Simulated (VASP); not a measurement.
Here is a VASP 6.6.1 calculation.

INCAR

```
PREC = Accurate
ENCUT = 500
EDIFF = 1E-6
ISMEAR = 0
SIGMA = 0.02
LREAL = False
LASPH = True
NELM = 100
ALGO = Normal
ISIF = 2
LWAVE = False
LCHARG = True
GGA = PE
LELF = True
LVHAR = True
NBANDS = 16
```

The input KPOINTS:

```
regular mesh
0
Gamma
  5 5 5
```

The input POSCAR:

```
ZrN
1.0
    0.0000000000      2.3000000000      2.3000000000
    2.3000000000      0.0000000000      2.3000000000
    2.3000000000      2.3000000000      0.0000000000
Zr N
1 1
Direct
    0.5000000000      0.5000000000      0.5000000000
    0.0000000000      0.0000000000      0.0000000000
```

Potentials or basis: VASP PAW PBE potentials, release 64 (Zr_sv_GW, N_GW).

Run with:

```sh
$ cat potpaw_PBE.64/Zr_sv_GW/POTCAR potpaw_PBE.64/N_GW/POTCAR > POTCAR
$ mpirun -np 1 vasp_std > vasp.out
```

Estimate the pressure.

-2.1 GPa.

Estimate the band gap on the k mesh.

none (metal or under the smearing width).

Caveat: the k mesh is coarse (spacing up to 0.47 Å⁻¹), so the values aren't converged; the cutoff is under 1.25 times the usual one of these potentials, so pressure, stress and relaxed cells hold a basis-set (Pulay) error.
